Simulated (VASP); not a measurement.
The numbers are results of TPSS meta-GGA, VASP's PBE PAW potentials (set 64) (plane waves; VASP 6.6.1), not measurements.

The input files of a VASP run:

INCAR:
```
SYSTEM  =  CaF2
PREC  =  Accurate; ENCUT  =  520; LREAL  =  .False.
LASPH  =  .True.
EDIFF  =  1E-7; NELM  =  100; ALGO  =  Normal
LMIXTAU  =  .True.
ISMEAR  =  0; SIGMA  =  0.05
METAGGA  =  TPSS
ISIF  =  2
LWAVE  =  .False.; LCHARG  =  .False.
```

**KPOINTS**
```
Regular mesh
0
Gamma
  7 7 7
```

**POSCAR**
```
CaF2
1
    0.0000000000     2.6845386122     2.6845386122
    2.6845386122     0.0000000000     2.6845386122
    2.6845386122     2.6845386122     0.0000000000
Ca F
1 2
Direct
  1.0000000000   1.0000000000   0.0000000000
  0.2500000000   0.2500000000   0.2500000000
  0.7500000000   0.7500000000   0.7500000000
```

POTCAR, in this order: Ca_sv F (PBE.64 set). Program: vasp_std.

What VASP printed:

**OSZICAR**
```
       N       E                     dE             d eps       ncg     rms          rms(c)
DAV:   1     0.221667769776E+03    0.22167E+03   -0.13881E+04   640   0.152E+03
DAV:   2    -0.111873346917E+02   -0.23286E+03   -0.23046E+03   840   0.411E+02
DAV:   3    -0.213201375502E+02   -0.10133E+02   -0.10121E+02   800   0.101E+02
DAV:   4    -0.217389361410E+02   -0.41880E+00   -0.41863E+00  1000   0.144E+01
DAV:   5    -0.217431545388E+02   -0.42184E-02   -0.42184E-02   792   0.145E+00    0.110E+01
DAV:   6    -0.311411528712E+02   -0.93980E+01   -0.18696E+02   640   0.161E+02    0.136E+01
DAV:   7    -0.304691131758E+02    0.67204E+00   -0.31897E+00   776   0.167E+01    0.100E+01
DAV:   8    -0.290602998456E+02    0.14088E+01   -0.73782E+00   728   0.219E+01    0.202E+00
DAV:   9    -0.292718593345E+02   -0.21156E+00   -0.14984E+00   792   0.115E+01    0.152E+00
DAV:  10    -0.293817226357E+02   -0.10986E+00   -0.64929E-01   656   0.865E+00    0.546E-01
DAV:  11    -0.292922007600E+02    0.89522E-01   -0.19299E-01  1016   0.525E+00    0.258E-01
DAV:  12    -0.293057784953E+02   -0.13578E-01   -0.56802E-02   800   0.229E+00    0.573E-01
DAV:  13    -0.293024227364E+02    0.33558E-02   -0.28662E-02   712   0.151E+00    0.786E-02
DAV:  14    -0.293033096454E+02   -0.88691E-03   -0.53140E-03   688   0.724E-01    0.101E-01
DAV:  15    -0.293047959543E+02   -0.14863E-02   -0.81009E-04   640   0.322E-01    0.480E-02
DAV:  16    -0.293047961627E+02   -0.20836E-06   -0.11172E-04   960   0.107E-01    0.202E-02
DAV:  17    -0.293048219574E+02   -0.25795E-04   -0.43430E-05   744   0.619E-02    0.438E-03
DAV:  18    -0.293048242751E+02   -0.23177E-05   -0.31416E-06   976   0.162E-02    0.391E-03
DAV:  19    -0.293048252472E+02   -0.97214E-06   -0.18576E-06   640   0.133E-02    0.206E-03
DAV:  20    -0.293048256624E+02   -0.41521E-06   -0.90659E-07   832   0.859E-03    0.879E-04
DAV:  21    -0.293048258351E+02   -0.17263E-06   -0.16954E-07   536   0.406E-03    0.116E-04
DAV:  22    -0.293048258014E+02    0.33669E-07   -0.10149E-08   520   0.108E-03
   1 F= -.29304826E+02 E0= -.29304826E+02  d E =-.108923E-17
```

### OUTCAR
```
------------------------ aborting loop because EDIFF is reached ----------------------------------------
  FORCE on cell =-STRESS in cart. coord.  units (eV):
  Direction    XX          YY          ZZ          XY          YZ          ZX
  --------------------------------------------------------------------------------------
  Total        1.3887410      1.3887410      1.3887410      0.0000000     -0.0000000      0.0000000
  in kB       57.5033134     57.5033134     57.5033134      0.0000000     -0.0000000      0.0000000
  external PRESSURE =      57.5033134 kB  Pullay stress =       0.0000000 kB
  volume of cell :       38.69
      direct lattice vectors                 reciprocal lattice vectors
     0.000000000  2.684538612  2.684538612    -0.186251745  0.186251745  0.186251745
     2.684538612  0.000000000  2.684538612     0.186251745 -0.186251745  0.186251745
     2.684538612  2.684538612  0.000000000     0.186251745  0.186251745 -0.186251745
 POSITION                                       TOTAL-FORCE (eV/Angst)
 -----------------------------------------------------------------------------------
      0.00000      0.00000      0.00000        -0.000000     -0.000000     -0.000000
      1.34227      1.34227      1.34227         0.000000      0.000000      0.000000
      4.02681      4.02681      4.02681        -0.000000     -0.000000     -0.000000
 -----------------------------------------------------------------------------------
    total drift:                                0.000000      0.000000      0.000000
  FREE ENERGIE OF THE ION-ELECTRON SYSTEM (eV)
  ---------------------------------------------------
  free  energy   TOTEN  =       -29.3048258014 eV

  energy  without entropy=      -29.3048258014  energy(sigma->0) =      -29.30482580
```
(Selected blocks of OUTCAR.)

The compound is CaF2 in the fluorite structure. This cell is one point of a volume scan, at 0.94 of the reference volume.
